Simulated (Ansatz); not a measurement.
# TiSi (Cmmm) in Ansatz: reference runs

Reference runs on TiSi: the cell as given and a disturbed copy.

Everything below comes from runs of Ansatz 0.2.0. Logs are shortened: lines on timing, memory, paths and dates and some standing lists are left out, and cuts for length are marked.

### 1 The crystal as given

Symmetry: Cmmm, No. 65, orthorhombic system. The conventional cell has a = 3.632 Å, b = 4.235 Å, c = 3.804 Å, α = 90.00°, β = 90.00°, γ = 90.00°. Ti (site symmetry mmm) has 8 Si at 2.63 to 2.85 Å and 4 Ti at 2.79 Å as nearest neighbours. Si (site symmetry mmm) has 8 Ti at 2.63 to 2.85 Å and 4 Si at 2.79 Å as nearest neighbours.

The cell comes from a database or a generator and needn't be the stable form of this composition.

### 2 Single point, PBEsol

input.yaml

```yaml
crystal:
  lattice:
    - [1.816178, -2.117624, 0.0]
    - [1.816178, 2.117624, 0.0]
    - [0.0, 0.0, 3.803934]
  atoms:
    - { symbol: Ti, position: [0.5, 0.5, 0.0] }
    - { symbol: Si, position: [0.0, 0.0, 0.5] }
hamiltonian:
  xc: pbesol
  pseudopotentials: { kind: paw }
kpoints:
  mp_grid: { grid: [10, 10, 7] }
scf:
  occupations: { method: fermi_dirac, width: 0.05 }
output:
  forces: true
  stress: true
  eigenvalues: true
```

Potentials or basis: Ansatz PAW.

Run with:

```sh
ansatz run input.yaml --threads 2 --pin off --max-ram 5632MiB --backend cpu --events-out ev --progress --plain --runs-dir out
```

The log of the run:

```text
Warning: RAYON_NUM_THREADS=2 ignored (pool sized by the plan → 2); use --threads N
Engine: ansatz 0.2.0, aarch64-unknown-linux-gnu
Pseudopotentials: kind: paw
Pseudopotential: Ti, paw, valence charge 12, recommended cutoff 420 eV (normal), Ti.paw.azcp
Pseudopotential: Si, paw, valence charge 4, recommended cutoff 420 eV (normal), Si.paw.azcp
Functional definition: PBEsol
  exchange = pbesol_x
  correlation = pbesol_c
Crystal: 2 atoms, lattice volume = 29.260 Å³
Basis set: ecut = 420 eV, 573 PW (Γ), exchange–correlation on 40×40×54 points (8 copies of the dense FFT grid, shifted against one another)
Bands: 12, of which v1, the nominal top of the filled ones, is band 8 counted from 1 (7 counted from 0)
Symmetry: 8 space group operations
Space group: Cmmm (ITA 65), of the structure as read, at distance tolerance 3.1e-5 Å
k-points: 124 of 700
Non-local potential: Ti, projectors of the file, l = 0: 3, l = 1: 2, l = 2: 3, l = 3: 1
Non-local potential: Si, projectors of the file, l = 0: 2, l = 1: 2, l = 2: 2
PAW form: soft (Blöchl's): semilocal exchange-correlation on the pseudo side does not see the compensation charge
PAW frozen core: Ti, regenerated for the run's functional, and the local potential with it (the file was generated under x = pbe(κ = 0.804, μ = 0.2195149727645171), c = pbe(β = 0.06672455060314922))
PAW frozen core: Si, regenerated for the run's functional, and the local potential with it (the file was generated under x = pbe(κ = 0.804, μ = 0.2195149727645171), c = pbe(β = 0.06672455060314922))
PAW one-centre angular grid: Ti, 590 points (default); XC on 64 Gauss nodes
PAW one-centre angular grid: Si, 110 points (default); XC on 64 Gauss nodes
Initial density: superposition of atomic densities (neutral atoms: chi_scale 0, normalization atom), corrected by the library's trained network
Initial wavefunctions: pseudopotential atomic-orbital guess
Functional: x = pbesol(κ = 0.804, μ = 0.12345679012345678), c = pbesol(β = 0.046)
SCF iter   1: F=—  HF=-3096.631051 eV  |F-HF|=—  |Δ(HF+E_count)|=         —  Δρ=7.10e-3  dr2=1.13e-2  ethr=1.77e-3  ⟨swp⟩=5.0  Hψ=8018  notcnv=0
preconditioner: auto → none  [metal: Δε(μ)=0.025 eV  Ē_g=6.221 eV  σ=0.050 eV  W_gap=0.12  n_scr=6 (ndim 8)  ℏωp=19.4 eV  f_vac=0.000  D(μ)=1.00/eV (n_scr^D=6)  sad-step TF]
SCF iter   2: F=—  HF=-3096.628381 eV  |F-HF|=—  |Δ(HF+E_count)|=   2.67e-3  Δρ=3.47e-3  dr2=2.79e-3  ethr=7.04e-5  ⟨swp⟩=2.0  Hψ=2934  notcnv=0
SCF iter   3: F=—  HF=-3096.627747 eV  |F-HF|=—  |Δ(HF+E_count)|=   6.35e-4  Δρ=2.49e-4  dr2=1.51e-5  ethr=1.74e-5  ⟨swp⟩=2.9  Hψ=2878  notcnv=0
SCF iter   4: F=—  HF=-3096.627689 eV  |F-HF|=—  |Δ(HF+E_count)|=   5.76e-5  Δρ=7.63e-5  dr2=3.54e-6  ethr=9.44e-8  ⟨swp⟩=2.0  Hψ=2033  notcnv=0
iter 5 did not close the SCF: its close was put off for the readings that it lacked (scf_convergence_deferred on its scf_iter line)
SCF iter   5: F=-3096.627688 eV  HF=-3096.627688 eV  |F-HF|=1.50e-8  |Δ(HF+E_count)|=   1.11e-6  Δρ=1.45e-5  dr2=2.42e-8  ethr=2.22e-8  ⟨swp⟩=2.0  Hψ=1954  notcnv=0
SCF iter   6: F=-3096.627688 eV  HF=-3096.627688 eV  |F-HF|=4.69e-9  |Δ(HF+E_count)|=   2.06e-8  Δρ=3.98e-6  dr2=5.23e-9  ethr=1.51e-10  ⟨swp⟩=1.7  Hψ=4603  notcnv=0
SCF 1 converged in 6 iterations: F = -3096.627688 eV  dr2 = 5.23e-9
SCF converged after 6 iterations
Free energy (F): -3096.627688 eV
Harris-Foulkes:  -3096.627688 eV  (|F-HF|=4.69e-9)
Internal energy: -3096.618897 eV  (E = F + TS)
E sigma→0 (E₀):  -3096.623292 eV
Entropy (-TS):   -0.008791 eV (-4.396 meV/atom)
Fermi energy:    13.222165 eV
--- Per-component energies (eV) ---
  E_band       = -128.929753
  E_kinetic    = 316.355364
  E_local      = -959.301775  (includes V_loc(G=0)·N_el)
  E_nonlocal   = 35.109432
  E_hartree    = 411.811265
  E_xc         = -153.497607
  E_vxc        = -171.143112  (∫ρ·V_xc dr)
  E_paw        = -1521.729201  (= ΣΔE_a)
  E_vpaw       = -173.569595  (= ΣTr[D̂ρ^β])
  E_aug_tail   = 0.000137  (compensation charges beyond the density's cutoff)
  E_ewald      = -1225.537457
  E_core_change = 0.170945  (= ΣΔE_core)
  E_smearing   = -0.008791  (= −TS)
  E_closure    = 0.000000  (closes the sum)
  Σ components = -3096.627688   (vs F -3096.627688, Δ=0.00e0)
--- Forces (eV/Å), atoms counted from 1 ---
  atom   1  Ti     0.00000000     0.00000000     0.00000000
  atom   2  Si    -0.00000000     0.00000000     0.00000000
  max |Σ_I F_I| component: 1.97e-31 eV/Å
--- Stress (GPa, compression-positive) ---
       -4.742078       0.000000       0.000000
        0.000000      -4.361279       0.000000
        0.000000       0.000000      -3.833275
  P = ⅓ Tr σ = -4.3122 GPa (-43.122 kbar)
--- Band table (eV; the first three rows and the last of 124) ---
  k-point 0: bands = ["-43.1857", "-19.7034", "-19.2919", "-19.1799", "1.5617", "10.8460", "11.6102", "12.1356", "14.9256", "15.5906", "16.1560", "18.4416"]
  k-point 1: bands = ["-43.1853", "-19.7116", "-19.2915", "-19.1796", "1.7541", "9.6238", "12.1881", "12.5053", "14.6568", "15.4408", "16.1702", "18.9863"]
  k-point 2: bands = ["-43.1845", "-19.7301", "-19.2908", "-19.1789", "2.2670", "8.0723", "12.3120", "13.3185", "14.1997", "15.1575", "16.2023", "20.2149"]
  k-point 123: bands = ["-43.0476", "-19.7387", "-19.6690", "-19.5944", "8.4673", "9.1115", "9.9555", "10.5475", "14.8589", "15.4757", "16.5287", "17.4363"]
```

Run time: 1.4 s. Hardware: 2 threads of Arm Neoverse V1, shared host; peak memory 0.33 GiB.

Results:

* Free energy: -3096.6277 eV
* Pressure: -4.3 GPa
* Band gap on the k mesh: none (metal or under the smearing width)

Stress tensor (GPa, compression positive):
```
-4.74  0.00  0.00
 0.00 -4.36  0.00
 0.00  0.00 -3.83
```

Caveat: the PAW data sets come from PBE, with cores solved anew for the run's functional, which leaves a small shift of forces and pressure.

### 3 Single point, PBEsol (atoms moved at random, drawn with an rms of 0.05 Å)

input.yaml: that of step 2 with these lines changed.

```diff
@@ -6,4 +6,4 @@
   atoms:
-    - { symbol: Ti, position: [0.5, 0.5, 0.0] }
-    - { symbol: Si, position: [0.0, 0.0, 0.5] }
+    - { symbol: Ti, position: [0.499561, 0.50879, -0.006509] }
+    - { symbol: Si, position: [0.007151, 0.004152, 0.489481] }
 hamiltonian:
```

Potentials or basis: Ansatz PAW.

Run with:

```sh
ansatz run input.yaml --threads 2 --pin off --max-ram 5632MiB --backend cpu --events-out ev --progress --plain --runs-dir out
```

The log of the run:

```text
Warning: RAYON_NUM_THREADS=2 ignored (pool sized by the plan → 2); use --threads N
[... 7 set-up lines as earlier in the session ...]
Crystal: 2 atoms, lattice volume = 29.260 Å³
Basis set: ecut = 420 eV, 573 PW (Γ), exchange–correlation on 40×40×54 points (8 copies of the dense FFT grid, shifted against one another)
Bands: 12, of which v1, the nominal top of the filled ones, is band 8 counted from 1 (7 counted from 0)
Symmetry: 1 space group operations
Space group: P1 (ITA 1), of the structure as read, at distance tolerance 3.1e-5 Å
k-points: 352 of 700 (time reversal used)
[... 10 set-up lines as earlier in the session ...]
SCF iter   1: F=—  HF=-3096.629647 eV  |F-HF|=—  |Δ(HF+E_count)|=         —  Δρ=7.09e-3  dr2=1.12e-2  ethr=1.77e-3  ⟨swp⟩=5.0  Hψ=22864  notcnv=0
[... 11 lines left out ...]
Harris-Foulkes:  -3096.626339 eV  (|F-HF|=1.82e-8)
Internal energy: -3096.617526 eV  (E = F + TS)
E sigma→0 (E₀):  -3096.621932 eV
Entropy (-TS):   -0.008813 eV (-4.406 meV/atom)
Fermi energy:    13.222219 eV
--- Per-component energies (eV) ---
  E_band       = -128.931315
  E_kinetic    = 316.363057
  E_local      = -959.374332  (includes V_loc(G=0)·N_el)
  E_nonlocal   = 35.111323
  E_hartree    = 411.843676
  E_xc         = -153.499730
  E_vxc        = -171.145849  (∫ρ·V_xc dr)
  E_paw        = -1521.730398  (= ΣΔE_a)
  E_vpaw       = -173.570910  (= ΣTr[D̂ρ^β])
  E_aug_tail   = 0.000136  (compensation charges beyond the density's cutoff)
  E_ewald      = -1225.502203
  E_core_change = 0.170945  (= ΣΔE_core)
  E_smearing   = -0.008813  (= −TS)
  E_closure    = 0.000000  (closes the sum)
  Σ components = -3096.626339   (vs F -3096.626339, Δ=0.00e0)
--- Forces (eV/Å), atoms counted from 1 ---
  atom   1  Ti     0.03228421    -0.02476207    -0.12323910
  atom   2  Si    -0.03228402     0.02476142     0.12334764
  max |Σ_I F_I| component: 1.09e-4 eV/Å
--- Stress (GPa, compression-positive) ---
       -4.726061       0.000308      -0.012651
        0.000308      -4.330418       0.028053
       -0.012651       0.028053      -3.790932
  P = ⅓ Tr σ = -4.2825 GPa (-42.825 kbar)
--- Band table (eV; the first three rows and the last of 352) ---
  k-point 0: bands = ["-43.1855", "-19.7033", "-19.2919", "-19.1798", "1.5618", "10.8429", "11.6133", "12.1347", "14.9253", "15.5900", "16.1554", "18.4440"]
  k-point 1: bands = ["-43.1852", "-19.7115", "-19.2915", "-19.1795", "1.7542", "9.6233", "12.1872", "12.5058", "14.6567", "15.4401", "16.1697", "18.9883"]
  k-point 2: bands = ["-43.1844", "-19.7300", "-19.2908", "-19.1789", "2.2671", "8.0723", "12.3111", "13.3183", "14.1999", "15.1567", "16.2018", "20.2134"]
  k-point 351: bands = ["-43.0474", "-19.7387", "-19.6690", "-19.5943", "8.4660", "9.1104", "9.9551", "10.5494", "14.8577", "15.4754", "16.5278", "17.4359"]
```

Run time: 6 s. Hardware: 2 threads of Arm Neoverse V1, shared host; peak memory 0.44 GiB.

What came out:

| Property | Result |
| --- | --- |
| Free energy | -3096.6263 eV |
| Pressure | -4.3 GPa |
| Largest force | 0.130 eV/Å |
| Band gap on the k mesh | none (metal or under the smearing width) |

Forces on the atoms (eV/Å):
```
Ti   0.032 -0.025 -0.123
Si  -0.032  0.025  0.123
```

Levels at points of the mesh, in eV from the Fermi level:
| k point | band 5 | band 6 | band 7 | band 8 | band 9 | band 10 | band 11 | band 12 |
| --- | --- | --- | --- | --- | --- | --- | --- | --- |
| (0.00, 0.00, 0.00) | -11.66 | -2.38 | -1.61 | -1.09 | 1.70 | 2.37 | 2.93 | 5.22 |
| (0.00, -0.50, 0.00) | -7.56 | -6.28 | -2.81 | -0.80 | 1.68 | 2.37 | 4.30 | 4.81 |
| (-0.50, 0.00, 0.00) | -7.57 | -6.28 | -2.81 | -0.80 | 1.68 | 2.37 | 4.30 | 4.82 |
| (-0.50, -0.50, 0.00) | -5.76 | -3.69 | -1.46 | -1.24 | -0.83 | -0.27 | 2.89 | 3.22 |

Caveat: the PAW data sets come from PBE, with cores solved anew for the run's functional, which leaves a small shift of forces and pressure.
